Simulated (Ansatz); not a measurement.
**LiCl: input, output and frames of a trajectory**

Method: DFT PBE, scalar-relativistic, plane waves, PAW (Ansatz). Settings: plane waves to 420 eV, k-mesh 2×2×2 (shifted by 0.5, 0.5, 0.5 steps), Fermi–Dirac smearing 0.16 eV. The mesh is coarse. No spin polarisation.

16 atoms, starting at 1.06 times the perfect crystal's volume (space group P6_3mc, the cell as given, not relaxed at this level); constant energy, velocities drawn at 1800 K, fixed cell; 55 steps of 1.5 fs. The run is short and not equilibrated.

The calculation finished and met its thresholds.

The run took 69 s on 4 threads of Arm Neoverse V2, with other jobs on the host, peak memory 0.71 GiB.

Command:
```bash
ansatz run input.yaml --threads 4 --pin off --max-ram 5120MiB --backend cpu --events-out ev --progress --plain --runs-dir out
```

Input:
```yaml
crystal:
  lattice:
    - [-4.0018602261, 0.0, 6.4818428698]
    - [-4.0018602261, 0.0, -6.4818428698]
    - [4.0018602262, -6.9314252364, 0.0]
  atoms:
    - { symbol: Li, position: [0.6046751667, 0.7286581667, 0.3333333333] }
    - { symbol: Li, position: [0.6046751667, 0.7286581667, 0.8333333333] }
    - { symbol: Li, position: [0.1046751667, 0.2286581667, 0.3333333333] }
    - { symbol: Li, position: [0.1046751667, 0.2286581667, 0.8333333333] }
    - { symbol: Li, position: [0.5213418333, 0.1453248333, 0.1666666667] }
    - { symbol: Li, position: [0.5213418333, 0.1453248333, 0.6666666667] }
    - { symbol: Li, position: [0.0213418333, 0.6453248333, 0.1666666667] }
    - { symbol: Li, position: [0.0213418333, 0.6453248333, 0.6666666667] }
    - { symbol: Cl, position: [0.4161586667, 0.9171746667, 0.3333333333] }
    - { symbol: Cl, position: [0.4161586667, 0.9171746667, 0.8333333333] }
    - { symbol: Cl, position: [0.9161586667, 0.4171746667, 0.3333333333] }
    - { symbol: Cl, position: [0.9161586667, 0.4171746667, 0.8333333333] }
    - { symbol: Cl, position: [0.8328253333, 0.8338413333, 0.1666666667] }
    - { symbol: Cl, position: [0.8328253333, 0.8338413333, 0.6666666667] }
    - { symbol: Cl, position: [0.3328253333, 0.3338413333, 0.1666666667] }
    - { symbol: Cl, position: [0.3328253333, 0.3338413333, 0.6666666667] }
basis:
  ecutwfc: 420
kpoints:
  mp_grid: { grid: [2, 2, 2], shift: [0.5, 0.5, 0.5] }
hamiltonian:
  xc: pbe
scf:
  occupations: { method: fermi_dirac, width: 0.1551 }
  lower_state_search: "off"
  convergence: { dr2_threshold: 1.0e-07 }
output:
  forces: true
  stress: true
md:
  timestep: 1.5
  n_steps: 55
  ensemble: nve
  temperature: 1800.0
  initial_velocities: maxwell_boltzmann
  seed: 70580
```

Output (its end):
```
...
SCF converged after 6 iterations
Free energy (F): -10300.484387 eV
Harris-Foulkes:  -10300.484387 eV  (|F-HF|=1.04e-8)
Internal energy: -10300.484387 eV  (E = F + TS)
E sigma→0 (E₀):  -10300.484387 eV
Entropy (-TS):   -0.000000 eV (-0.000 meV/atom)
Fermi energy:    2.659692 eV
--- Per-component energies (eV) ---
  E_band       = -978.882444
  E_kinetic    = 1462.321556
  E_local      = -3345.986628  (includes V_loc(G=0)·N_el)
  E_nonlocal   = -38.200219
  E_hartree    = 1054.983171
  E_xc         = -945.092155
  E_vxc        = -1089.360462  (∫ρ·V_xc dr)
  E_paw        = -5443.146454  (= ΣΔE_a)
  E_vpaw       = -77.623779  (= ΣTr[D̂ρ^β])
  E_aug_tail   = 0.000821  (compensation charges beyond the density's cutoff)
  E_ewald      = -3045.364480
  E_smearing   = -0.000000  (= −TS)
  E_closure    = 0.000000  (closes the sum)
  Σ components = -10300.484387   (vs F -10300.484387, Δ=0.00e0)
--- Forces (eV/Å), atoms counted from 1 ---
  atom   1  Li     0.06307247     0.02977129    -0.10244813
  atom   2  Li    -0.39239276     0.46901805     0.03330104
  atom   3  Li    -0.05817942    -0.02701113    -0.43368958
  atom   4  Li     0.07257286     0.39855295     0.08867699
  atom   5  Li     0.36489213    -0.08416404     0.21619394
  atom   6  Li    -0.01474447     0.17906544     0.09637693
  atom   7  Li     0.13245955     0.02337435     0.24933656
  atom   8  Li    -0.17477001     0.29960756    -0.30184935
  atom   9  Cl    -0.56644773    -0.66846796    -0.26941635
  atom  10  Cl     0.56414709     0.43851232    -0.13271056
  atom  11  Cl     0.05570719     0.00011899    -0.01865654
  atom  12  Cl     0.43386511    -0.40164983    -0.12285831
  atom  13  Cl    -0.02317264    -0.23341315     0.40885891
  atom  14  Cl     0.33972289    -0.27510036    -0.72780457
  atom  15  Cl    -0.07576780     0.38591643     0.58755277
  atom  16  Cl    -0.72094903    -0.53416947     0.42914184
  max |Σ_I F_I| component: 3.86e-5 eV/Å
--- Stress (GPa, compression-positive) ---
       -0.059711      -0.905275       0.816134
       -0.905273      -1.609185       0.046656
        0.816135       0.046658      -1.745996
  P = ⅓ Tr σ = -1.1383 GPa (-11.383 kbar)
--- MD trajectory: 55 steps, t = 0.0 → 82.5 fs ---
  final state: T = 517.6 K   F+E_penalty+E_count = -10300.48438701 eV   E_kin = 1.003601 eV
  conserved energy: peak-to-peak 2.669e-3 eV (1.668e-4 eV/atom) over 82.5 fs
```

Frames along the run (Å, eV/Å; dE is the potential energy from the first frame):

```xyz
16
Lattice="-4.002 0.000 6.482 -4.002 0.000 -6.482 4.002 -6.931 0.000" Properties=species:S:1:pos:R:3:forces:R:3 pbc="T T T" time_fs=0.00 dE_eV=0.0000 T_K=1800
Li   -4.002   -2.310   -0.804    0.000    0.000    0.015
Li   -2.001   -5.776   -0.804    0.000    0.000    0.015
Li    0.000   -2.310   -0.804    0.000    0.000    0.015
Li    2.001   -5.776   -0.804    0.000    0.000    0.015
Li   -2.001   -1.155    2.437    0.000    0.000    0.015
Li    0.000   -4.621    2.437    0.000    0.000    0.015
Li   -2.001   -1.155   -4.045    0.000    0.000    0.015
Li    0.000   -4.621   -4.045    0.000    0.000    0.015
Cl   -4.002   -2.310   -3.248    0.000    0.001   -0.015
Cl   -2.001   -5.776   -3.248    0.000    0.001   -0.015
Cl   -4.002   -2.310    3.234    0.000    0.001   -0.015
Cl   -2.001   -5.776    3.234    0.000    0.001   -0.015
Cl   -6.003   -1.155   -0.007    0.000   -0.001   -0.015
Cl   -4.002   -4.621   -0.007    0.000   -0.001   -0.015
Cl   -2.001   -1.155   -0.007    0.000   -0.001   -0.015
Cl    0.000   -4.621   -0.007    0.000   -0.001   -0.015
16
Lattice="-4.002 0.000 6.482 -4.002 0.000 -6.482 4.002 -6.931 0.000" Properties=species:S:1:pos:R:3:forces:R:3 pbc="T T T" time_fs=7.50 dE_eV=0.2789 T_K=1656
Li   -4.104   -2.381   -0.842    0.151    0.104    0.021
Li   -1.903   -5.564   -0.645   -0.335   -0.416   -0.187
Li    0.041   -2.286   -0.685   -0.002    0.057   -0.128
Li    2.133   -5.738   -0.859   -0.153   -0.179    0.062
Li   -2.214   -1.096    2.318    0.282   -0.171    0.087
Li    0.134   -4.571    2.492   -0.232    0.161   -0.064
Li   -1.918   -0.973   -3.990   -0.155   -0.526   -0.164
Li   -0.093   -4.597   -3.863    0.031   -0.109   -0.164
Cl   -3.973   -2.247   -3.218   -0.021   -0.115   -0.168
Cl   -2.103   -5.869   -3.244    0.200    0.247    0.139
Cl   -4.015   -2.318    3.228   -0.093    0.034    0.095
Cl   -2.016   -5.784    3.202    0.085    0.447    0.123
Cl   -5.978   -1.158   -0.062    0.027    0.183    0.217
Cl   -4.001   -4.645    0.058    0.021    0.087    0.022
Cl   -1.969   -1.217   -0.038   -0.150    0.156   -0.050
Cl    0.028   -4.590   -0.048    0.344    0.040    0.158
16
Lattice="-4.002 0.000 6.482 -4.002 0.000 -6.482 4.002 -6.931 0.000" Properties=species:S:1:pos:R:3:forces:R:3 pbc="T T T" time_fs=13.50 dE_eV=0.8031 T_K=1387
Li   -4.177   -2.432   -0.872    0.247    0.136    0.030
Li   -1.843   -5.415   -0.528   -0.776   -0.685   -0.272
Li    0.074   -2.264   -0.596   -0.004    0.073   -0.190
Li    2.230   -5.717   -0.900   -0.260   -0.294    0.056
Li   -2.370   -1.057    2.227    0.386   -0.244    0.053
Li    0.228   -4.523    2.533   -0.385    0.307   -0.128
Li   -1.860   -0.856   -3.954   -0.197   -1.133   -0.328
Li   -0.167   -4.583   -3.726    0.063   -0.215   -0.245
Cl   -3.950   -2.198   -3.195    0.029   -0.256   -0.246
Cl   -2.182   -5.941   -3.240    0.359    0.398    0.215
Cl   -4.027   -2.323    3.223   -0.163    0.070    0.137
Cl   -2.028   -5.785    3.177    0.071    0.999    0.310
Cl   -5.958   -1.159   -0.104    0.051    0.287    0.368
Cl   -4.000   -4.663    0.109    0.053    0.166    0.014
Cl   -1.944   -1.264   -0.063   -0.243    0.258   -0.045
Cl    0.054   -4.566   -0.080    0.769    0.136    0.269
16
Lattice="-4.002 0.000 6.482 -4.002 0.000 -6.482 4.002 -6.931 0.000" Properties=species:S:1:pos:R:3:forces:R:3 pbc="T T T" time_fs=21.00 dE_eV=1.4018 T_K=1078
Li   -4.252   -2.486   -0.908    0.336    0.129    0.053
Li   -1.823   -5.278   -0.400   -0.987   -0.777   -0.218
Li    0.115   -2.231   -0.498   -0.015    0.035   -0.227
Li    2.333   -5.711   -0.948   -0.351   -0.377    0.026
Li   -2.538   -1.025    2.116    0.439   -0.268   -0.017
Li    0.320   -4.441    2.575   -0.448    0.352   -0.175
Li   -1.801   -0.790   -3.933   -0.217   -1.504   -0.392
Li   -0.253   -4.581   -3.572    0.121   -0.318   -0.273
Cl   -3.921   -2.139   -3.171    0.095   -0.402   -0.322
Cl   -2.277   -6.025   -3.232    0.440    0.576    0.235
Cl   -4.043   -2.328    3.220   -0.206    0.073    0.135
Cl   -2.041   -5.772    3.151    0.015    1.368    0.439
Cl   -5.932   -1.156   -0.151    0.088    0.381    0.513
Cl   -3.998   -4.684    0.174    0.021    0.254   -0.030
Cl   -1.917   -1.320   -0.095   -0.343    0.350   -0.012
Cl    0.097   -4.533   -0.116    1.011    0.128    0.266
16
Lattice="-4.002 0.000 6.482 -4.002 0.000 -6.482 4.002 -6.931 0.000" Properties=species:S:1:pos:R:3:forces:R:3 pbc="T T T" time_fs=27.00 dE_eV=1.6152 T_K=968
Li   -4.293   -2.522   -0.933    0.370    0.106    0.080
Li   -1.860   -5.211   -0.310   -0.557   -0.662   -0.121
Li    0.147   -2.203   -0.433   -0.034   -0.034   -0.239
Li    2.396   -5.727   -0.984   -0.372   -0.381    0.014
Li   -2.648   -1.015    2.028    0.441   -0.227   -0.025
Li    0.368   -4.357    2.598   -0.399    0.203   -0.188
Li   -1.767   -0.818   -3.938   -0.315   -1.108   -0.256
Li   -0.316   -4.597   -3.463    0.183   -0.350   -0.251
Cl   -3.897   -2.097   -3.155    0.129   -0.458   -0.371
Cl   -2.347   -6.086   -3.223    0.406    0.752    0.184
Cl   -4.059   -2.332    3.218   -0.189    0.009    0.100
Cl   -2.052   -5.748    3.135    0.040    1.042    0.351
Cl   -5.910   -1.149   -0.183    0.131    0.435    0.604
Cl   -3.996   -4.697    0.225   -0.140    0.308   -0.090
Cl   -1.899   -1.361   -0.121   -0.406    0.397    0.011
Cl    0.143   -4.505   -0.142    0.712   -0.033    0.195
16
Lattice="-4.002 0.000 6.482 -4.002 0.000 -6.482 4.002 -6.931 0.000" Properties=species:S:1:pos:R:3:forces:R:3 pbc="T T T" time_fs=34.50 dE_eV=1.8004 T_K=872
Li   -4.318   -2.560   -0.958    0.358    0.076    0.126
Li   -1.940   -5.174   -0.207    0.284   -0.531   -0.084
Li    0.185   -2.171   -0.368   -0.055   -0.124   -0.254
Li    2.449   -5.774   -1.028   -0.334   -0.313    0.035
Li   -2.755   -1.017    1.915    0.396   -0.123    0.072
Li    0.401   -4.239    2.615   -0.302   -0.139   -0.206
Li   -1.747   -0.927   -3.961   -0.495   -0.317   -0.074
Li   -0.381   -4.641   -3.346    0.262   -0.317   -0.207
Cl   -3.865   -2.051   -3.141    0.127   -0.436   -0.407
Cl   -2.430   -6.152   -3.209    0.343    0.953    0.071
Cl   -4.080   -2.337    3.218   -0.091   -0.155    0.048
Cl   -2.064   -5.704    3.119    0.114    0.414    0.190
Cl   -5.881   -1.134   -0.215    0.192    0.461    0.690
Cl   -3.996   -4.710    0.288   -0.530    0.356   -0.181
Cl   -1.882   -1.406   -0.154   -0.445    0.427    0.015
Cl    0.208   -4.471   -0.172    0.176   -0.231    0.165
16
Lattice="-4.002 0.000 6.482 -4.002 0.000 -6.482 4.002 -6.931 0.000" Properties=species:S:1:pos:R:3:forces:R:3 pbc="T T T" time_fs=42.00 dE_eV=2.0630 T_K=737
Li   -4.316   -2.592   -0.974    0.300    0.054    0.176
Li   -2.000   -5.178   -0.110    0.831   -0.496   -0.086
Li    0.218   -2.148   -0.323   -0.060   -0.164   -0.286
Li    2.477   -5.845   -1.070   -0.247   -0.199    0.078
Li   -2.831   -1.029    1.809    0.297   -0.018    0.264
Li    0.411   -4.132    2.615   -0.227   -0.492   -0.236
Li   -1.765   -1.062   -3.990   -0.560    0.218   -0.031
Li   -0.426   -4.710   -3.244    0.311   -0.225   -0.187
Cl   -3.831   -2.011   -3.132    0.045   -0.349   -0.401
Cl   -2.508   -6.204   -3.194    0.333    1.060   -0.043
Cl   -4.104   -2.344    3.218    0.049   -0.330    0.008
Cl   -2.075   -5.653    3.106    0.145    0.051    0.112
Cl   -5.850   -1.113   -0.236    0.234    0.434    0.743
Cl   -4.004   -4.717    0.348   -0.872    0.368   -0.307
Cl   -1.872   -1.445   -0.186   -0.429    0.430   -0.003
Cl    0.277   -4.440   -0.200   -0.151   -0.342    0.201
16
Lattice="-4.002 0.000 6.482 -4.002 0.000 -6.482 4.002 -6.931 0.000" Properties=species:S:1:pos:R:3:forces:R:3 pbc="T T T" time_fs=48.00 dE_eV=2.2353 T_K=648
Li   -4.297   -2.614   -0.977    0.246    0.039    0.205
Li   -2.005   -5.210   -0.037    0.818   -0.453   -0.033
Li    0.241   -2.139   -0.303   -0.052   -0.144   -0.329
Li    2.484   -5.913   -1.099   -0.161   -0.099    0.107
Li   -2.875   -1.041    1.739    0.199    0.037    0.425
Li    0.405   -4.073    2.602   -0.186   -0.687   -0.241
Li   -1.810   -1.161   -4.016   -0.415    0.425   -0.058
Li   -0.444   -4.778   -3.174    0.313   -0.127   -0.204
Cl   -3.804   -1.982   -3.129   -0.107   -0.316   -0.360
Cl   -2.566   -6.233   -3.183    0.361    1.080   -0.114
Cl   -4.122   -2.353    3.218    0.108   -0.392   -0.029
Cl   -2.082   -5.611    3.097    0.151   -0.080    0.090
Cl   -5.822   -1.091   -0.245    0.234    0.384    0.763
Cl   -4.020   -4.719    0.393   -0.833    0.313   -0.461
Cl   -1.869   -1.472   -0.212   -0.384    0.423   -0.010
Cl    0.331   -4.420   -0.219   -0.291   -0.404    0.247
16
Lattice="-4.002 0.000 6.482 -4.002 0.000 -6.482 4.002 -6.931 0.000" Properties=species:S:1:pos:R:3:forces:R:3 pbc="T T T" time_fs=55.50 dE_eV=2.3600 T_K=584
Li   -4.256   -2.639   -0.966    0.193    0.023    0.212
Li   -1.956   -5.280    0.053    0.406   -0.329    0.073
Li    0.266   -2.137   -0.302   -0.040   -0.071   -0.394
Li    2.483   -6.005   -1.127   -0.054    0.022    0.122
Li   -2.916   -1.052    1.681    0.107    0.057    0.555
Li    0.385   -4.046    2.569   -0.153   -0.739   -0.187
Li   -1.892   -1.254   -4.052    0.053    0.519   -0.130
Li   -0.446   -4.871   -3.100    0.261    0.008   -0.253
Cl   -3.771   -1.952   -3.131   -0.437   -0.428   -0.253
Cl   -2.634   -6.255   -3.170    0.411    1.047   -0.175
Cl   -4.143   -2.370    3.218    0.068   -0.348   -0.091
Cl   -2.089   -5.560    3.087    0.170   -0.166    0.074
Cl   -5.783   -1.058   -0.246    0.196    0.307    0.765
Cl   -4.050   -4.718    0.442   -0.451    0.165   -0.668
Cl   -1.870   -1.499   -0.244   -0.322    0.414    0.036
Cl    0.394   -4.399   -0.240   -0.408   -0.481    0.313
16
Lattice="-4.002 0.000 6.482 -4.002 0.000 -6.482 4.002 -6.931 0.000" Properties=species:S:1:pos:R:3:forces:R:3 pbc="T T T" time_fs=61.50 dE_eV=2.4331 T_K=546
Li   -4.212   -2.658   -0.945    0.167    0.016    0.184
Li   -1.893   -5.355    0.128    0.059   -0.200    0.126
Li    0.284   -2.139   -0.323   -0.038   -0.004   -0.444
Li    2.478   -6.077   -1.143    0.017    0.113    0.117
Li   -2.943   -1.058    1.665    0.092    0.038    0.570
Li    0.360   -4.067    2.533   -0.127   -0.631   -0.098
Li   -1.957   -1.300   -4.089    0.504    0.533   -0.215
Li   -0.432   -4.946   -3.056    0.182    0.111   -0.295
Cl   -3.749   -1.932   -3.135   -0.763   -0.616   -0.133
Cl   -2.684   -6.261   -3.162    0.448    0.982   -0.205
Cl   -4.159   -2.387    3.217    0.005   -0.263   -0.130
Cl   -2.092   -5.521    3.080    0.212   -0.218    0.053
Cl   -5.751   -1.029   -0.238    0.147    0.237    0.749
Cl   -4.080   -4.714    0.474   -0.132    0.034   -0.778
Cl   -1.874   -1.517   -0.269   -0.286    0.410    0.135
Cl    0.440   -4.388   -0.254   -0.486   -0.540    0.365
16
Lattice="-4.002 0.000 6.482 -4.002 0.000 -6.482 4.002 -6.931 0.000" Properties=species:S:1:pos:R:3:forces:R:3 pbc="T T T" time_fs=69.00 dE_eV=2.4852 T_K=519
Li   -4.146   -2.681   -0.907    0.144    0.017    0.108
Li   -1.810   -5.463    0.231   -0.217   -0.014    0.127
Li    0.304   -2.142   -0.381   -0.044    0.047   -0.481
Li    2.474   -6.159   -1.155    0.074    0.224    0.100
Li   -2.969   -1.063    1.685    0.151   -0.010    0.487
Li    0.320   -4.135    2.480   -0.086   -0.386    0.019
Li   -2.001   -1.320   -4.149    0.763    0.454   -0.235
Li   -0.403   -5.031   -3.021    0.051    0.215   -0.326
Cl   -3.733   -1.916   -3.142   -0.974   -0.791   -0.051
Cl   -2.740   -6.256   -3.154    0.482    0.848   -0.220
Cl   -4.180   -2.412    3.214   -0.026   -0.152   -0.133
Cl   -2.093   -5.476    3.071    0.296   -0.285    0.003
Cl   -5.708   -0.989   -0.218    0.081    0.123    0.698
Cl   -4.119   -4.710    0.504    0.128   -0.104   -0.822
Cl   -1.884   -1.533   -0.299   -0.247    0.405    0.309
Cl    0.490   -4.382   -0.265   -0.576   -0.590    0.417
16
Lattice="-4.002 0.000 6.482 -4.002 0.000 -6.482 4.002 -6.931 0.000" Properties=species:S:1:pos:R:3:forces:R:3 pbc="T T T" time_fs=75.00 dE_eV=2.4814 T_K=521
Li   -4.085   -2.697   -0.870    0.122    0.023    0.020
Li   -1.755   -5.550    0.320   -0.328    0.178    0.093
Li    0.318   -2.143   -0.453   -0.052    0.039   -0.480
Li    2.474   -6.213   -1.159    0.089    0.308    0.088
Li   -2.981   -1.068    1.728    0.240   -0.049    0.375
Li    0.284   -4.212    2.439   -0.049   -0.148    0.082
Li   -1.996   -1.311   -4.210    0.581    0.287   -0.079
Li   -0.377   -5.087   -3.011   -0.060    0.270   -0.325
Cl   -3.731   -1.912   -3.149   -0.858   -0.788   -0.121
Cl   -2.780   -6.242   -3.151    0.509    0.692   -0.203
Cl   -4.196   -2.434    3.210   -0.002   -0.074   -0.098
Cl   -2.091   -5.442    3.065    0.371   -0.340   -0.053
Cl   -5.672   -0.955   -0.194    0.031   -0.011    0.613
Cl   -4.149   -4.707    0.518    0.246   -0.191   -0.800
Cl   -1.894   -1.541   -0.319   -0.196    0.396    0.451
Cl    0.525   -4.384   -0.270   -0.645   -0.592    0.438
16
Lattice="-4.002 0.000 6.482 -4.002 0.000 -6.482 4.002 -6.931 0.000" Properties=species:S:1:pos:R:3:forces:R:3 pbc="T T T" time_fs=82.50 dE_eV=2.4880 T_K=518
Li   -4.000   -2.717   -0.824    0.063    0.030   -0.102
Li   -1.709   -5.645    0.438   -0.392    0.469    0.033
Li    0.331   -2.141   -0.578   -0.058   -0.027   -0.434
Li    2.481   -6.258   -1.158    0.073    0.399    0.089
Li   -2.980   -1.077    1.808    0.365   -0.084    0.216
Li    0.234   -4.317    2.393   -0.015    0.179    0.096
Li   -1.952   -1.281   -4.290    0.132    0.023    0.249
Li   -0.348   -5.139   -3.021   -0.175    0.300   -0.302
Cl   -3.739   -1.917   -3.159   -0.566   -0.668   -0.269
Cl   -2.822   -6.215   -3.149    0.564    0.439   -0.133
Cl   -4.217   -2.463    3.204    0.056    0.000   -0.019
Cl   -2.083   -5.405    3.056    0.434   -0.402   -0.123
Cl   -5.628   -0.914   -0.156   -0.023   -0.233    0.409
Cl   -4.183   -4.707    0.526    0.340   -0.275   -0.728
Cl   -1.910   -1.546   -0.339   -0.076    0.386    0.588
Cl    0.558   -4.393   -0.270   -0.721   -0.534    0.429
```